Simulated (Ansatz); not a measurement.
Al2O3 (Corundum):

```
Al O
1.0
     2.38025    1.37424    4.33187
    -2.38025    1.37424    4.33187
     0.00000   -2.74848    4.33187
Al O
4 6
Direct
  0.85216 0.85216 0.85216
  0.64784 0.64784 0.64784
  0.14784 0.14784 0.14784
  0.35216 0.35216 0.35216
  0.05668 0.75000 0.44332
  0.75000 0.44332 0.05668
  0.44332 0.05668 0.75000
  0.94332 0.25000 0.55668
  0.25000 0.55668 0.94332
  0.55668 0.94332 0.25000
```

- Program: Ansatz 0.2.0
- Task: relaxation of cell and atoms
- Functional: RPBE
- Potentials or basis: Ansatz PAW
- Cutoff: 420 eV (not typed: the program's choice for these potentials)
- k mesh: 7 × 7 × 7
- Occupations: fermi-dirac, width 0.05 eV
- Spin: no spin polarisation

At the start: volume 8.50 Å³/atom.

**Question.** How do energy, volume and symmetry change on relaxing?

**Answer.** It ends after 8 steps and the volume is 8.95 Å³/atom (+5.3 %); space group R-3c (No. 167, to 0.05 Å).

Step by step:
| step | energy change (eV) | largest force (eV/Å) | volume (Å³) |
| --- | --- | --- | --- |
| 1 | 0.0000 | 0.0438 | 85.02 |
| 2 | -0.1029 | 0.0233 | 86.89 |
| 3 | -0.1426 | 0.0250 | 89.16 |
| 4 | -0.1422 | 0.0103 | 89.32 |
| 5 | -0.1422 | 0.0078 | 89.32 |
| 6 | -0.1701 | 0.0069 | 89.32 |
| 7 | -0.1695 | 0.0011 | 89.53 |
| 8 | -0.1705 | 0.0010 | 89.53 |

Final structure:
```
Al O
1.0
     2.42122    1.39789    4.40861
    -2.42122    1.39789    4.40861
     0.00000   -2.79578    4.40861
Al O
4 6
Direct
  0.85209 0.85209 0.85209
  0.64791 0.64791 0.64791
  0.14791 0.14791 0.14791
  0.35209 0.35209 0.35209
  0.05628 0.75000 0.44372
  0.75000 0.44372 0.05628
  0.44372 0.05628 0.75000
  0.94372 0.25000 0.55628
  0.25000 0.55628 0.94372
  0.55628 0.94372 0.25000
```

Caveat: the plane-wave basis is chosen anew once the cell has moved, so the energies of steps on either side of that aren't comparable; the pressure holds a Pulay correction of +0.7 GPa for the finite cutoff; the PAW data sets come from PBE, with cores solved anew for the run's functional, which leaves a small shift of forces and pressure.
